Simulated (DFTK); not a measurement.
Runs of DFTK 0.8.2 on Sb. The structure is trigonal, space group R-3m (No. 166). Conventional cell: a = 4.308 Å, b = 4.308 Å, c = 11.274 Å, α = 90.00°, β = 90.00°, γ = 120.00°. Sb (site symmetry 3m) has 3 Sb at 2.91 Å as nearest neighbours. 

```tsv
task	level	potentials or basis	k mesh	cutoff (eV)	valence electrons	SCF solver	gap on the mesh (eV)	pressure (GPa)	largest force (eV/Å)
band structure	PBE	SG15 1.2 (PBE)	6 × 6 × 6	1225	Sb 15	-	none	(a)	0.10
band structure	LDA	cp2k.nc.sr.lda.v0_1.semicore.gth (LDA, GTH)	8 × 8 × 8	735	Sb 5	-	none	-1.3	0.03
band structure	PBE	in-house norm-conserving set (PBE, scalar relativistic)	5 × 5 × 5	1088	Sb 15	-	0.38	2.6	0.04
band structure	PBEsol	cp2k.nc.sr.pbe.v0_1.largecore.gth (PBE, GTH)	8 × 8 × 8	735	Sb 5	-	none	(b)	0.32
band structure	r2SCAN	in-house norm-conserving set (r2SCAN, scalar relativistic)	5 × 5 × 5	1225	Sb 15	ScfAndersonSolver	0.38	1.5	0.14
band structure	LDA	cp2k.nc.sr.lda.v0_1.largecore.gth (LDA, GTH)	8 × 8 × 8	735	Sb 5	-	none	-1.3	0.03
```

Alike in all rows: no spin polarisation; cell as given; smearing fermi-dirac 0.05 eV.

Fill in the values left out.

(a) 2.8; (b) 2.1.

Caveats: spin-orbit coupling is left out, which moves the levels of the heavy elements; GTH potentials come without recommended cutoffs, and this one wasn't checked for convergence (some runs); the mesh misses the band edges, which the band path finds closer together (some runs); the potentials were made for another functional, which shifts forces and pressure (some runs).

A k mesh can miss the band edges, and the runs leave out spin-orbit coupling on Sb.

A gap of «none» marks a metal or a gap under the smearing width.
